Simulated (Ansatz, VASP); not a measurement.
# Two plane-wave programs on MgI2

The input INCAR:

```
ALGO     = Fast           # electronic algorithm
EDIFF    = 1E-6           # SCF threshold, eV
ENCUT    = 520            # plane-wave cutoff, eV
ISIF     = 2              # what is computed and relaxed
ISMEAR   = 0              # smearing method
LASPH    = T              # aspherical terms in the spheres
LCHARG   = F              # write CHGCAR
LREAL    = F              # projectors in reciprocal space
LWAVE    = F              # write WAVECAR
NBANDS   = 15             # bands
NELM     = 100            # most SCF steps
PREC     = Accurate       # precision mode
SIGMA    = 0.05           # smearing width, eV
```

The input KPOINTS:

```
k-points
0
Gamma
  6 6 4
```

Contents of POSCAR:

```
MgI2
1.0
    4.1537001214      0.0000000000      0.0000000000
   -2.0768500607      3.5972098248      0.0000000000
    0.0000000000      0.0000000000      6.8620000000
Mg I
1 2
Direct
    0.0000000000      0.0000000000      0.0000000000
    0.3231723191      0.6615861595      0.7650181751
    0.6565056524      0.3282528262      0.2497581751
```

Input for Ansatz:

```yaml
crystal:
  lattice:
    - [4.1537001214, 0.0, 0.0]
    - [-2.0768500607, 3.5972098248, 0.0]
    - [0.0, 0.0, 6.862]
  atoms:
    - { symbol: Mg, position: [0.0, 0.0, 0.0] }
    - { symbol: I, position: [0.3231723191, 0.6615861595, 0.7650181751] }
    - { symbol: I, position: [0.6565056524, 0.3282528262, 0.2497581751] }
basis:
  ecutwfc: 420
kpoints:
  mp_grid: { grid: [6, 6, 4] }
hamiltonian:
  xc: lda
scf:
  occupations: { method: gaussian, width: 0.05 }
output:
  forces: true
  stress: true
  eigenvalues: true
```

Change from the starting cell: all I atoms moved +0.062 Å, as atom 2 towards its neighbour atom 3 (I) at 4.101 Å.

Alike in both runs: task single point; functional LDA; k mesh 6 × 6 × 4; occupations gaussian, width 0.05 eV; no spin polarisation.

```csv
,VASP,Ansatz
version,VASP 6.6.1,Ansatz 0.2.0
potentials or method,"VASP PAW LDA potentials, release 64 (Mg, I)","scalar-relativistic, plane waves, PAW"
plane-wave cutoff (eV),520,420
valence electrons in the cell,16,44
```

VASP gave:

* gap on the k mesh at the Fermi level (eV): 3.34
* least direct gap on the mesh (eV): 3.42
* pressure (GPa): -1.5
* largest component of the traceless stress (GPa): 0.19
* rms of the force components (eV/Å): 0.131

Question: Estimate Ansatz's values.

Answer: gap on the k mesh at the Fermi level (eV): 3.36; least direct gap on the mesh (eV): 3.41; pressure (GPa): -1.4; largest component of the traceless stress (GPa): 0.17; rms of the force components (eV/Å): 0.128.

Atom by atom the forces differ by 0.005 eV/Å (rms over components). The two sets of potentials don't hold the same shells in valence.

Caveats: spin-orbit coupling is left out, which moves the levels of the heavy elements. A k mesh can miss the band edges.
